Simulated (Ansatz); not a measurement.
This script makes an all-electron equation of state of AlAs, space group F-43m with the Ansatz DFT code, driven from Python.

`run_eos_lapw.py`
```python
"""E(V) of AlAs on LAPW."""

import ansatz as az
from ase.eos import EquationOfState
from ase.units import GPa
import numpy as np

VECTORS = np.array([
    [0.0, 2.8304, 2.8304],
    [2.8304, 0.0, 2.8304],
    [2.8304, 2.8304, 0.0],
])
SITES = [
    ("Al", (0.0, 0.0, 0.0)),
    ("As", (0.25, 0.25, 0.25)),
]


def make_crystal(cell):
    crystal = az.Crystal(lattice=az.Lattice.of(cell))
    for symbol, position in SITES:
        crystal = crystal.atom(symbol, position)
    return crystal

volumes, energies = [], []
for scale in np.linspace(0.94, 1.06, 5):
    cell = VECTORS * scale ** (1 / 3)
    calc = (
        make_crystal(cell).calculation()
        .functional("PBEsol")
        .occupations("fixed")
        .scf(tolerance=1e-10)
        .kpoints(6, 6, 6)  # sampling of the Brillouin zone
        .pseudopotentials("all_electron", lapw=True, basis_error=0.0005)
    )
    r = calc.run().report
    volumes.append(abs(np.linalg.det(cell)) / len(SITES))
    energies.append(r["free_energy_ev"] / len(SITES))
    print(f"{scale:.3f} {volumes[-1]:9.4f} A^3/atom {energies[-1]:16.5f} eV/atom  (estimated basis error {1000 * r['lapw_basis_errors']['total_ev_per_atom']:.2f} meV/atom)")
v0, e0, bulk = EquationOfState(volumes, energies, eos="birchmurnaghan").fit()
print(f"V0 = {v0:.4f} A^3/atom, B0 = {bulk / GPa:.1f} GPa")
```

Its results, one of them left out:

| V (Å³/atom) | F less the lowest row shown (meV/atom) |
| --- | --- |
| 21.314 | ? |
| 21.995 | 7.26 |
| 22.675 | 0.00 |
| 23.355 | 2.24 |
| 24.035 | 12.61 |

What is the missing energy at 21.314 Å³ an atom?

A third-order Birch-Murnaghan fit, E = E0 + (9 V0 B0 / 16) [(t - 1)³ B' + (t - 1)² (6 - 4t)] with t = (V0/V)^(2/3), through the 4 rows shown gives V0 = 22.840 Å³, B0 = 72.2 GPa, B' = 4.28 and E0 = -0.27 meV. At V = 21.314 Å³, t = 1.04717, and the fit extrapolates to 25.66 meV. The run gave 25.64 meV, a miss of 0.02 meV.

The structure is a deposited one; some such entries were measured under pressure or heat, so a shift against it needn't be the functional's error alone. It ran for 28 s on 1 thread of Arm Neoverse V2, on a shared host, peak memory 0.34 GiB.
